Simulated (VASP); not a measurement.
# Converging a slab model of a few sheets of MoS2

How far does the level below the vacuum of a few sheets of MoS2 depend on the numerical settings, and how far on the functional?

Program: VASP 6.6.1. Level of theory: PBE, no spin polarisation; plane waves and PAW (S, Mo), in the first sound run; inputs show where later runs differ. Results are calculated unless marked as measured.

### Step 1. The starting structure

The cell holds 6 atoms: 4 S and 2 Mo. Cell: a = 3.169 Å, b = 3.169 Å, c = 24.292 Å, α = 90.0°, β = 90.0°, γ = 120.0°. It derives from MoS2. A few sheets cut from a layered arrangement of the crystal. Vacuum lies along c.

Structure file:

```xyz
6
Lattice="3.1690 0.0000 0.0000 -1.5845 2.7444 0.0000 0.0000 0.0000 24.2923" Properties=species:S:1:pos:R:3
S     0.0000    1.8296   16.7923
S     0.0000    1.8296   13.6620
S     1.5845    0.9148   10.6303
S     1.5845    0.9148    7.5000
Mo    1.5845    0.9148   15.2271
Mo    0.0000    1.8296    9.0651
```

### Step 2. The base run

The base run sets the number that all others are held against.

The input, INCAR:

```
SYSTEM = MoS2
PREC = Normal
ENCUT = 350
EDIFF = 1E-06
NELM = 120
ISMEAR = 0
SIGMA = 0.05
LREAL = .FALSE.
ALGO = Normal
GGA = PE
NBANDS = 24
LASPH = .TRUE.
LORBIT = 11
LWAVE = .FALSE.
LCHARG = .FALSE.
KPAR = 4
IDIPOL = 3
LDIPOL = .TRUE.
DIPOL = 0.5 0.5 0.5
LVHAR = .TRUE.
LVACPOTAV = .TRUE.
NEDOS = 1500
```

The input, POSCAR:

```
MoS2
1.0
    3.1690000000      0.0000000000      0.0000000000
   -1.5845000000      2.7444345050      0.0000000000
    0.0000000000      0.0000000000     24.2922960000
S Mo
4 2
Direct
    0.3333333330      0.6666666670      0.6912601430
    0.3333333330      0.6666666670      0.5624005240
    0.6666666670      0.3333333330      0.4375994760
    0.6666666670      0.3333333330      0.3087398570
    0.6666666670      0.3333333330      0.6268303330
    0.3333333330      0.6666666670      0.3731696670
```

The input, KPOINTS:

```
Automatic mesh
0
Gamma
9 9 1
0 0 0
```

The projector-augmented-wave data sets are S and Mo (PBE family, release 64).

Started as:

```bash
> mpirun -np 4 vasp_std
```

The program printed:

```text
[banner, memory and clock lines left out]
running    4 mpi-ranks, on    1 nodes
 distrk:  each k-point on    1 cores,    4 groups
 distr:  one band on    1 cores,    1 groups

 POSCAR found type information on POSCAR S Mo
 POSCAR found :  2 types and       6 ions
 LDA part: xc-table for (Slater+PW92), standard interpolation
 POSCAR, INCAR and KPOINTS ok, starting setup
 FFT: planning ... GRIDC
 FFT: planning ... GRID_SOFT
 FFT: planning ... GRID
 WAVECAR not read
 entering main loop
       N       E                     dE             d eps       ncg     rms          rms(c)
DAV:   1     0.215475669320E+03    0.21548E+03   -0.11731E+04   576   0.886E+02
DAV:   2    -0.253162748974E+02   -0.24079E+03   -0.23383E+03   864   0.220E+02
DAV:   3    -0.460086287007E+02   -0.20692E+02   -0.20466E+02   768   0.727E+01
DAV:   4    -0.466472291463E+02   -0.63860E+00   -0.63602E+00   848   0.139E+01
DAV:   5    -0.466620940829E+02   -0.14865E-01   -0.14856E-01   736   0.213E+00    0.358E+01
DAV:   6    -0.443623704395E+02    0.22997E+01   -0.17398E+01   752   0.208E+01    0.137E+01
DAV:   7    -0.440245769382E+02    0.33779E+00   -0.91378E+00   728   0.180E+01    0.100E+01
DAV:   8    -0.435528582540E+02    0.47172E+00   -0.13832E+00   784   0.686E+00    0.245E+00
DAV:   9    -0.435563407243E+02   -0.34825E-02   -0.21661E-01   848   0.242E+00    0.752E-01
DAV:  10    -0.435496440413E+02    0.66967E-02   -0.39596E-02   824   0.116E+00    0.337E-01
DAV:  11    -0.435490705030E+02    0.57354E-03   -0.44377E-03   816   0.427E-01    0.129E-01
DAV:  12    -0.435488655225E+02    0.20498E-03   -0.79931E-04   808   0.167E-01    0.590E-02
DAV:  13    -0.435488362126E+02    0.29310E-04   -0.11048E-04   744   0.581E-02    0.389E-02
DAV:  14    -0.435488603040E+02   -0.24091E-04   -0.16619E-04   728   0.503E-02    0.268E-02
DAV:  15    -0.435488889745E+02   -0.28671E-04   -0.17605E-05   864   0.221E-02    0.224E-02
DAV:  16    -0.435489666984E+02   -0.77724E-04   -0.29617E-05   800   0.285E-02    0.252E-02
DAV:  17    -0.435489876514E+02   -0.20953E-04   -0.18536E-05   720   0.209E-02    0.848E-03
DAV:  18    -0.435490089180E+02   -0.21267E-04   -0.25741E-06   600   0.764E-03    0.489E-03
DAV:  19    -0.435490463600E+02   -0.37442E-04   -0.30653E-06   624   0.736E-03    0.404E-03
DAV:  20    -0.435490578315E+02   -0.11472E-04   -0.65215E-07   496   0.416E-03    0.216E-03
DAV:  21    -0.435490806981E+02   -0.22867E-04   -0.19626E-06   552   0.535E-03    0.399E-03
DAV:  22    -0.435490844944E+02   -0.37963E-05   -0.25940E-07   456   0.333E-03    0.115E-03
DAV:  23    -0.435490849017E+02   -0.40738E-06   -0.41490E-08   392   0.985E-04
|                                                                             |
|           W    W    AA    RRRRR   N    N  II  N    N   GGGG   !!!           |
|           W    W   A  A   R    R  NN   N  II  NN   N  G    G  !!!           |
|           W    W  A    A  R    R  N N  N  II  N N  N  G       !!!           |
|           W WW W  AAAAAA  RRRRR   N  N N  II  N  N N  G  GGG   !            |
|           WW  WW  A    A  R   R   N   NN  II  N   NN  G    G                |
|           W    W  A    A  R    R  N    N  II  N    N   GGGG   !!!           |
|                                                                             |
|     Did not find any points to average over, which means that no vacuum     |
|     field-free region was found. Please increase the size of  your cell     |
|     in the dimension of the dipole correction to obtain accurate            |
|     workfunction values.                                                    |
|                                                                             |

   1 F= -.43549085E+02 E0= -.43549085E+02  d E =-.256943E-11
```

The job ended after 13 s (4 MPI ranks of AMD EPYC 7R43, shared host; peak memory 0.58 GiB; 51 s of CPU time).

The logs omit lines about the potential files and the build; timing stands in the text.

OUTCAR, selected parts (step 2):

```text
ion  position               nearest neighbor table
   1  0.333  0.667  0.691-   5 2.41   5 2.41   5 2.41
   2  0.333  0.667  0.562-   5 2.41   5 2.41   5 2.41
   3  0.667  0.333  0.438-   6 2.41   6 2.41   6 2.41
   4  0.667  0.333  0.309-   6 2.41   6 2.41   6 2.41
   5  0.667  0.333  0.627-   2 2.41   2 2.41   2 2.41   1 2.41   1 2.41   1 2.41
   6  0.333  0.667  0.373-   3 2.41   3 2.41   3 2.41   4 2.41   4 2.41   4 2.41

  LATTYP: Found a hexagonal cell.
 ALAT       =     3.1690000000
 C/A-ratio  =     7.6656030293

 Subroutine GETGRP returns: Found 12 space group operations
 (whereof 12 operations were pure point group operations)

The static configuration has the point symmetry D_3d.

 Found     12 irreducible k-points:

   k-points           NKPTS =     12   k-points in BZ     NKDIM =     12   number of bands    NBANDS=     24

   dimension x,y,z NGX =    16 NGY =   16 NGZ =  112
   dimension x,y,z NGXF=    32 NGYF=   32 NGZF=  224

   ENCUT  =  350.0 eV  25.72 Ry    5.07 a.u.   4.83  4.83 37.06*2*pi/ulx,y,z

   NELECT =      36.0000    total number of electrons

 k-points in reciprocal lattice and weights: Automatic mesh
   0.00000000  0.00000000  0.00000000       0.012
   0.11111111  0.00000000  0.00000000       0.074
   0.22222222  0.00000000  0.00000000       0.074
   0.33333333  0.00000000  0.00000000       0.074
   0.44444444  0.00000000  0.00000000       0.074
   0.11111111  0.11111111  0.00000000       0.074
   0.22222222  0.11111111  0.00000000       0.148
   0.33333333  0.11111111  0.00000000       0.148
   0.44444444  0.11111111  0.00000000       0.074
   0.22222222  0.22222222  0.00000000       0.074
   0.33333333  0.22222222  0.00000000       0.148
   0.33333333  0.33333333  0.00000000       0.025

 dipolmoment           0.000000      0.000000      0.000000 electrons x Angstroem

 average (electrostatic) potential at core
       1 -91.6000       2 -91.6152       3 -91.6152       4 -91.6000       5 -43.7160
       6 -43.7160

 E-fermi :   0.3388

 k-point     1 :       0.0000    0.0000    0.0000
  band No.  band energies     occupation
    ...
     14      -1.7661      2.00000
     15      -1.7661      2.00000
     16      -1.5756      2.00000
     17      -0.5412      2.00000
     18       0.1224      2.00000
     19       2.4893      0.00000
     20       2.4893      0.00000
     21       2.5103      0.00000
     22       2.5103      0.00000
     23       2.6860      0.00000
    ...

 k-point     2 :       0.1111    0.0000    0.0000
  band No.  band energies     occupation
    ...
     14      -2.0449      2.00000
     15      -1.5739      2.00000
     16      -1.1643      2.00000
     17      -0.5892      2.00000
     18      -0.1347      2.00000
     19       2.2651      0.00000
     20       2.3008      0.00000
     21       2.3052      0.00000
     22       2.4390      0.00000
     23       2.4675      0.00000
    ...

 k-point     3 :       0.2222    0.0000    0.0000
  band No.  band energies     occupation
    ...
     14      -2.1953      2.00000
     15      -1.7157      2.00000
     16      -1.3520      2.00000
     17      -0.9419      2.00000
     18      -0.8651      2.00000
     19       1.7285      0.00000
     20       2.0684      0.00000
     21       2.0860      0.00000
     22       2.1980      0.00000
     23       2.4110      0.00000
    ...

  Total        0.9402841      0.9402841      0.8708546     -0.0000000      0.0000000      0.0000000
  in kB        7.1305990      7.1305990      6.6040832     -0.0000000      0.0000000      0.0000000
  external PRESSURE =       6.9550938 kB  Pullay stress =       0.0000000 kB

  energy-cutoff  :      350.00
  volume of cell :      211.27
      direct lattice vectors                 reciprocal lattice vectors
     3.169000000  0.000000000  0.000000000     0.315556958  0.182186895  0.000000000
    -1.584500000  2.744434505  0.000000000     0.000000000  0.364373789  0.000000000
     0.000000000  0.000000000 24.292296000     0.000000000  0.000000000  0.041165314

 POSITION                                       TOTAL-FORCE (eV/Angst)
 -----------------------------------------------------------------------------------
     -0.00000      1.82962     16.79230        -0.000000     -0.000000      0.065408
     -0.00000      1.82962     13.66200        -0.000000      0.000000      0.047387
      1.58450      0.91481     10.63030         0.000000     -0.000000     -0.047387
      1.58450      0.91481      7.50000         0.000000      0.000000     -0.065408
      1.58450      0.91481     15.22715        -0.000000      0.000000      0.041506
     -0.00000      1.82962      9.06515         0.000000     -0.000000     -0.041506
 -----------------------------------------------------------------------------------
    total drift:                                0.000000     -0.000000     -0.000000

  FREE ENERGIE OF THE ION-ELECTRON SYSTEM (eV)
  ---------------------------------------------------
  free  energy   TOTEN  =       -43.5490849017 eV

  energy  without entropy=      -43.5490849017  energy(sigma->0) =      -43.54908490

 vacuum level on the upper side and lower side of the slab         5.605         5.605

 total charge
# of ion       s       p       d       tot
------------------------------------------
    1        1.364   2.333   0.000   3.697
    2        1.366   2.332   0.000   3.698
    3        1.366   2.332   0.000   3.698
    4        1.364   2.333   0.000   3.697
    5        0.419   0.606   4.417   5.443
    6        0.419   0.606   4.417   5.443
--------------------------------------------------
tot          6.299  10.541   8.835  25.675

[... 3 further parts left out ...]
```

This run has no spin polarisation, so a moment on Mo, if there is one, isn't seen. The gap is read on the k-mesh alone, so it is an upper bound where the band edges lie off the mesh. The data set Mo keeps the semicore shell frozen, which is cheaper and a little less accurate.

This step gave:

| Property | Result |
| --- | --- |
| electronic cycles | 23 |
| electrons | 36 |
| free energy (TOTEN) | -43.55 eV |
| Fermi energy | 0.3388 eV |
| labelled metallic, from the levels on this mesh | no |
| dipole moment | 0, 0, 0 e·Å |
| vacuum levels | 5.605, 5.605 eV |
| ionisation potentials of the upper and lower face | 5.483, 5.483 eV |
| electron affinities of the upper and lower face | 4.198, 4.198 eV |
| highest filled level below the vacuum | 5.483 eV |
| gap on the k-mesh | 1.285 eV |
| least direct gap on the k-mesh | 1.687 eV |

The planar average of the electrostatic potential oscillates, so the rows of the table below give means over windows of 1 Å about each position, cut where the curve ends. Its maxima inside the range that stand out by 2 % of the span (Å: eV): 8.3: -5.53, 9.9: -5.59, 12.1: 4.41, 14.4: -5.59, 15.9: -5.53. Its minima: 7.5: -14.7, 9.1: -8.90, 10.6: -14.8, 13.7: -14.8, 15.2: -8.90, 16.8: -14.7.

Zero at the Fermi level. Table of planar average of the electrostatic potential by height; means over each step:

| height (Å) | planar average of the electrostatic potential (eV) |
| --- | --- |
| 0 | 5.27 |
| 1 | 5.27 |
| 2 | 5.27 |
| 3 | 5.27 |
| 4 | 5.27 |
| 5 | 5.24 |
| 6 | 4.59 |
| 7 | -5.81 |
| 8 | -9.53 |
| 9 | -8.08 |
| 10 | -8.52 |
| 11 | -8.08 |
| 12 | 3.85 |
| 13 | -3.00 |
| 14 | -10.9 |
| 15 | -7.81 |
| 16 | -7.56 |
| 17 | -10.4 |
| 18 | 3.56 |
| 19 | 5.19 |
| 20 | 5.26 |
| 21 | 5.27 |
| 22 | 5.27 |
| 23 | 5.27 |
| 24 | 5.27 |

Density of states in the PAW spheres, an atom over height of the layer and energy from the Fermi level.

Ten even steps from '_' (0.00 states/eV) to '@' (1.35 states/eV), each cell a mean:
```
____________
____________
____________
__==____==__
..@@....@@..
--%%----%%--
------------
++##++++##++
--**----**--
..++....++..
--##====##--
==##----##==
--**----**--
--**----**--
..::....::..
::++::::++::
--##====##--
..--....--..
____________
____________
____________
____________
```
Columns: height of the layer (Å) from 7.5 to 16.8 (not evenly spaced); rows upwards: energy from the Fermi level (eV) from -7.9 to 0.5.

Force by atom:

| atom | x (eV/Å) | y (eV/Å) | z (eV/Å) | size |
| --- | --- | --- | --- | --- |
| S1 | 0.0000 | 0.0000 | 0.0654 | 0.0654 |
| S2 | 0.0000 | 0.0000 | 0.0474 | 0.0474 |
| S3 | 0.0000 | 0.0000 | -0.0474 | 0.0474 |
| S4 | 0.0000 | 0.0000 | -0.0654 | 0.0654 |
| Mo5 | 0.0000 | 0.0000 | 0.0415 | 0.0415 |
| Mo6 | 0.0000 | 0.0000 | -0.0415 | 0.0415 |

The highest filled level lies 5.48 eV below the vacuum at the upper face.

Only the dipole across the slab is computed (IDIPOL = 3); zeros along the plane are no results.

The map of layer states is cut here 0.5 eV above the Fermi level, so it leaves out the states above that.

### Step 3. Another mesh, mesh points along a 3, k-mesh 3×3×1

The mesh decides how well the Fermi level or the band edge is found.

Changes to INCAR since step 2:

```diff
@@ -15,3 +15,3 @@
 LCHARG = .FALSE.
-KPAR = 4
+NCORE = 4
 IDIPOL = 3
@@ -21,2 +21 @@
 LVACPOTAV = .TRUE.
-NEDOS = 1500
```

POSCAR is that of step 2.

The input, KPOINTS:

```
Automatic mesh
0
Gamma
3 3 1
0 0 0
```

Started as:

```bash
> mpirun -np 4 vasp_std
```

The program printed:

```text
[banner, memory and clock lines left out]
running    4 mpi-ranks, on    1 nodes
 distrk:  each k-point on    4 cores,    1 groups
 distr:  one band on    4 cores,    1 groups

 POSCAR found type information on POSCAR S Mo
 POSCAR found :  2 types and       6 ions
 LDA part: xc-table for (Slater+PW92), standard interpolation
 POSCAR, INCAR and KPOINTS ok, starting setup
 FFT: planning ... GRIDC
 FFT: planning ... GRID_SOFT
 FFT: planning ... GRID
 WAVECAR not read
 entering main loop
       N       E                     dE             d eps       ncg     rms          rms(c)
DAV:   1     0.208501218361E+03    0.20850E+03   -0.12056E+04   144   0.905E+02
DAV:   2    -0.230652851867E+02   -0.23157E+03   -0.22406E+03   200   0.211E+02
DAV:   3    -0.458647591762E+02   -0.22799E+02   -0.22606E+02   192   0.756E+01
DAV:   4    -0.465217754453E+02   -0.65702E+00   -0.65598E+00   200   0.143E+01
DAV:   5    -0.465377584655E+02   -0.15983E-01   -0.15974E-01   184   0.222E+00    0.356E+01
DAV:   6    -0.444850550627E+02    0.20527E+01   -0.16768E+01   192   0.200E+01    0.135E+01
DAV:   7    -0.442639456482E+02    0.22111E+00   -0.10215E+01   192   0.192E+01    0.110E+01
DAV:   8    -0.435941560622E+02    0.66979E+00   -0.20533E+00   208   0.789E+00    0.236E+00
DAV:   9    -0.435986582504E+02   -0.45022E-02   -0.17094E-01   200   0.231E+00    0.810E-01
DAV:  10    -0.435921599753E+02    0.64983E-02   -0.39416E-02   176   0.115E+00    0.348E-01
DAV:  11    -0.435913118580E+02    0.84812E-03   -0.48038E-03   208   0.440E-01    0.128E-01
DAV:  12    -0.435911733818E+02    0.13848E-03   -0.61051E-04   200   0.149E-01    0.460E-02
DAV:  13    -0.435911394810E+02    0.33901E-04   -0.18075E-04   184   0.684E-02    0.372E-02
DAV:  14    -0.435911697486E+02   -0.30268E-04   -0.74967E-05   184   0.346E-02    0.237E-02
DAV:  15    -0.435912026234E+02   -0.32875E-04   -0.13358E-05   200   0.163E-02    0.144E-02
DAV:  16    -0.435912729733E+02   -0.70350E-04   -0.15608E-05   184   0.200E-02    0.112E-02
DAV:  17    -0.435912899970E+02   -0.17024E-04   -0.69250E-06   168   0.990E-03    0.694E-03
DAV:  18    -0.435913204339E+02   -0.30437E-04   -0.50465E-06   152   0.990E-03    0.279E-03
DAV:  19    -0.435913421455E+02   -0.21712E-04   -0.19760E-06   136   0.624E-03    0.204E-03
DAV:  20    -0.435913629932E+02   -0.20848E-04   -0.74341E-07   120   0.313E-03    0.136E-03
DAV:  21    -0.435913771105E+02   -0.14117E-04   -0.10509E-06   120   0.277E-03    0.125E-03
DAV:  22    -0.435913791460E+02   -0.20356E-05   -0.93803E-08   112   0.131E-03    0.454E-04
DAV:  23    -0.435913801174E+02   -0.97136E-06   -0.40444E-08   112   0.688E-04
 [... a notice as in an earlier step ...]

   1 F= -.43591380E+02 E0= -.43591380E+02  d E =-.872281E-14
```

It took 6.8 s on 4 MPI ranks; peak memory 0.35 GiB.

OUTCAR, selected parts (step 3):

```text
The static configuration has the point symmetry D_3d.

 Found      3 irreducible k-points:

   k-points           NKPTS =      3   k-points in BZ     NKDIM =      3   number of bands    NBANDS=     24

   NELECT =      36.0000    total number of electrons

 E-fermi :   0.3781

 k-point     1 :       0.0000    0.0000    0.0000
  band No.  band energies     occupation
    ...
     14      -1.7544      2.00000
     15      -1.7544      2.00000
     16      -1.5956      2.00000
     17      -0.5364      2.00000
     18       0.1202      2.00000
     19       2.4908      0.00000
     20       2.4908      0.00000
     21       2.5108      0.00000
     22       2.5109      0.00000
     23       2.6944      0.00000
    ...

 k-point     2 :       0.3333    0.0000    0.0000
  band No.  band energies     occupation
    ...
     14      -1.8618      2.00000
     15      -1.6499      2.00000
     16      -1.5888      2.00000
     17      -1.3221      2.00000
     18      -1.1982      2.00000
     19       1.9060      0.00000
     20       1.9439      0.00000
     21       2.0229      0.00000
     22       2.2393      0.00000
     23       2.9989      0.00000
    ...

  Total        1.1232561      1.1232561      0.1636382      0.0000000      0.0000000      0.0000000
  in kB        8.5181583      8.5181583      1.2409422      0.0000000      0.0000000      0.0000000
  external PRESSURE =       6.0924196 kB  Pullay stress =       0.0000000 kB

 POSITION                                       TOTAL-FORCE (eV/Angst)
 -----------------------------------------------------------------------------------
     -0.00000      1.82962     16.79230         0.000000      0.000000     -0.094390
     -0.00000      1.82962     13.66200        -0.000000      0.000000      0.240246
      1.58450      0.91481     10.63030         0.000000      0.000000     -0.240246
      1.58450      0.91481      7.50000         0.000000     -0.000000      0.094390
      1.58450      0.91481     15.22715         0.000000      0.000000      0.073035
     -0.00000      1.82962      9.06515         0.000000      0.000000     -0.073035
 -----------------------------------------------------------------------------------
    total drift:                                0.000000     -0.000000     -0.000000

  FREE ENERGIE OF THE ION-ELECTRON SYSTEM (eV)
  ---------------------------------------------------
  free  energy   TOTEN  =       -43.5913801174 eV

  energy  without entropy=      -43.5913801174  energy(sigma->0) =      -43.59138012

 vacuum level on the upper side and lower side of the slab         5.612         5.612

 total charge
# of ion       s       p       d       tot
------------------------------------------
    1        1.365   2.329   0.000   3.694
    2        1.366   2.329   0.000   3.695
    3        1.366   2.329   0.000   3.695
    4        1.365   2.329   0.000   3.694
    5        0.416   0.597   4.438   5.450
    6        0.416   0.597   4.438   5.450
--------------------------------------------------
tot          6.295  10.509   8.875  25.679

[... 7 parts as in an earlier step ...]

[... 3 further parts left out ...]
```

A gap read on the k-mesh alone can miss the band edges.

Numbers from this step:

| Property | Result |
| --- | --- |
| free energy (TOTEN) | -43.59 eV |
| Fermi energy | 0.3781 eV |
| vacuum levels | 5.612, 5.612 eV |
| ionisation potentials of the upper and lower face | 5.492, 5.492 eV |
| electron affinities of the upper and lower face | 4.162, 4.162 eV |
| highest filled level below the vacuum | 5.492 eV |
| gap on the k-mesh | 1.330 eV |
| least direct gap on the k-mesh | 1.651 eV |

Force by atom:

| atom | x (eV/Å) | y (eV/Å) | z (eV/Å) | size |
| --- | --- | --- | --- | --- |
| S1 | 0.000 | 0.000 | -0.094 | 0.094 |
| S2 | 0.000 | 0.000 | 0.240 | 0.240 |
| S3 | 0.000 | 0.000 | -0.240 | 0.240 |
| S4 | 0.000 | 0.000 | 0.094 | 0.094 |
| Mo5 | 0.000 | 0.000 | 0.073 | 0.073 |
| Mo6 | 0.000 | 0.000 | -0.073 | 0.073 |

Against the base run its depth below the vacuum changes by +0.01 eV and the energy by -7.0 meV an atom.

[end of part 1 of 5]

[Lines on the potential files, build, host, timing and source positions are cut from VASP's logs without a mark.]

[Logs are printed without paths, hosts, clocks, repeated set-up lines and the standing remarks that a program may print on its own settings, such as how far it seeks lower states.]

[Hosts, paths, dates, database ids (printed as entryN), source tags and the programs' standing remarks are cut or masked in the printed files.]

[In band tables of VASP the shares of atoms and orbitals are scaled to a sum of 1 inside the atoms' spheres.]

[Runs that stopped without an error message from VASP are left out.]
